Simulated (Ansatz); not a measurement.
**What a change of settings does: BP (rocksalt type)**

First run: DFT, LDA, all-electron LAPW, scalar-relativistic (Ansatz 0.2.0).

Command: `ansatz run input.yaml --threads 1 --pin off --max-ram 2048MiB --backend cpu --events-out ev --progress --plain --runs-dir out` It took 8.3 s on 1 thread of Arm Neoverse V1, with other jobs on the host, peak memory 0.28 GiB.

```yaml
crystal:
  lattice:
    - [0.0, 2.0438047812, 2.0438047812]
    - [2.0438047812, 0.0, 2.0438047812]
    - [2.0438047812, 2.0438047812, 0.0]
  atoms:
    - { symbol: B, position: [0.0, 0.0, 0.0] }
    - { symbol: P, position: [0.5, 0.5, 0.5] }
kpoints:
  mp_grid: { grid: [15, 15, 15] }
scf:
  occupations: { method: fermi_dirac, width: 0.1 }
hamiltonian:
  xc: lda
  pseudopotentials: { kind: all_electron, lapw: { basis_error: 0.001 } }
output:
  forces: true
  stress: true
  eigenvalues: true
  populations: true
```

The cell comes from a relaxation on PAW files under the same functional, begun from a prototype that needn't be the stable phase.

This run: volume at 0.88 of the series' base cell.

It converges in 6 SCF iterations at a pressure of 28.0 GPa.

The input is then changed:

```diff
   occupations: { method: fermi_dirac, width: 0.1 }
+  mixing: { algorithm: anderson, beta: 0.1 }
 hamiltonian:
   populations: true
+basis:
+  xc_grid: 2
```

Q: Predict the outcome of the changed run.

A: It converges in 9 SCF iterations at a pressure of 28.0 GPa, free energy 0.0 meV/atom against the first run's.
